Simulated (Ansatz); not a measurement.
## Orbital-resolved density of states of CaF2

```xyz
3
Lattice="0.0000 2.7313 2.7313 2.7313 0.0000 2.7313 2.7313 2.7313 0.0000" Properties=species:S:1:pos:R:3 pbc="T T T"
Ca    0.0000    0.0000    0.0000
F     1.3656    1.3656    1.3656
F     4.0969    4.0969    4.0969
```

Atom numbers follow the list: Ca1, F2, F3.

The cell comes from COD entry 5000222, which wasn't checked; take it as a given geometry.

Computed with DFT, LDA, all-electron LAPW, scalar-relativistic in Ansatz 0.2.0.

Sampling and basis: a Γ-centred 10×10×10 k mesh, Fermi–Dirac smearing of 0.03 eV, basis error target 0.5 meV/atom, no spin polarisation.

States per eV for one atom of each kind, in 0.4 eV bins named by their centres, from the valence-band top, projected on a minimal set of Löwdin-orthogonalised atomic shells; orbitals are real harmonics on the Cartesian axes, equal curves share a column, and empty bins are left out, as is all above 8.7 eV, near the top of the computed bands.

F2 2p:

```
# E all pz=px=py
-2.8 0.08 0.03
-2.4 0.68 0.23
-2.0 2.94 0.98
-1.6 2.76 0.92
-1.2 1.40 0.47
-0.8 2.32 0.77
-0.4 3.81 1.27
0.0 0.45 0.15
8.0 0.02 0.01
8.4 0.05 0.02
```

Ca1 4s:

```
# E all
-2.8 0.02
-2.4 0.10
-2.0 0.08
-1.6 0.09
-1.2 0.04
-0.8 0.02
-0.4 0.01
7.2 0.04
7.6 0.09
8.0 0.20
8.4 0.49
```
